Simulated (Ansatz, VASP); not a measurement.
**Two plane-wave programs on Si2Mo**

The input INCAR:

```
SYSTEM = Si2Mo
PREC = Accurate
ENCUT = 520
EDIFF = 1E-6
ISMEAR = 0
SIGMA = 0.1
LREAL = .False.
LASPH = .True.
NELM = 100
ALGO = Normal
ISIF = 2
LWAVE = .False.
LCHARG = .True.
GGA = PE
LELF = .True.
LVHAR = .True.
NBANDS = 18
```

The input KPOINTS:

```
Automatic mesh
0
Gamma
  8 8 8
  0 0 0
```

File POSCAR:

```
Si2Mo
1.0
   -1.6000000000      1.6000000000      3.9305000000
    1.6000000000     -1.6000000000      3.9305000000
    1.6000000000      1.6000000000     -3.9305000000
Si Mo
2 1
Direct
    0.3330000000      0.3330000000      0.0000000000
    0.6670000000      0.6670000000      0.0000000000
    0.0000000000      0.0000000000      0.0000000000
```

Input for Ansatz:

```yaml
crystal:
  lattice:
    - [-1.6, 1.6, 3.9305]
    - [1.6, -1.6, 3.9305]
    - [1.6, 1.6, -3.9305]
  atoms:
    - { symbol: Si, position: [0.333, 0.333, 0.0] }
    - { symbol: Si, position: [0.667, 0.667, 0.0] }
    - { symbol: Mo, position: [0.0, 0.0, 0.0] }
basis:
  ecutwfc: 420
kpoints:
  mp_grid: { grid: [8, 8, 8] }
hamiltonian:
  xc: pbe
scf:
  occupations: { method: gaussian, width: 0.1 }
output:
  forces: true
  stress: true
  eigenvalues: true
```

Alike in both runs: task single point; functional PBE; k mesh 8 × 8 × 8; occupations gaussian, width 0.1 eV; no spin polarisation.

|  | VASP | Ansatz |
| --- | --- | --- |
| version | VASP 6.6.1 | Ansatz 0.2.0 |
| potentials or method | VASP PAW PBE potentials, release 64 (Si, Mo_sv) | scalar-relativistic, plane waves, PAW |
| plane-wave cutoff (eV) | 520 | 420 |
| valence electrons in the cell | 22 | 22 |

|  | VASP | Ansatz | Ansatz less VASP |
| --- | --- | --- | --- |
| gap on the k mesh at the Fermi level (eV) | none | none | - |
| pressure (GPa) | 2.4 | 2.2 | -0.17 |
| largest component of the traceless stress (GPa) | 1.05 | 1.04 | -0.011 |
| rms of the force components (eV/Å) | 0.148 | 0.150 | +0.0022 |

Atom by atom the forces differ by 0.002 eV/Å (rms over components). A gap of «none» marks a metal or a gap that the smearing closes. With one functional, cell and mesh, what is left measures potentials, basis and numerics.
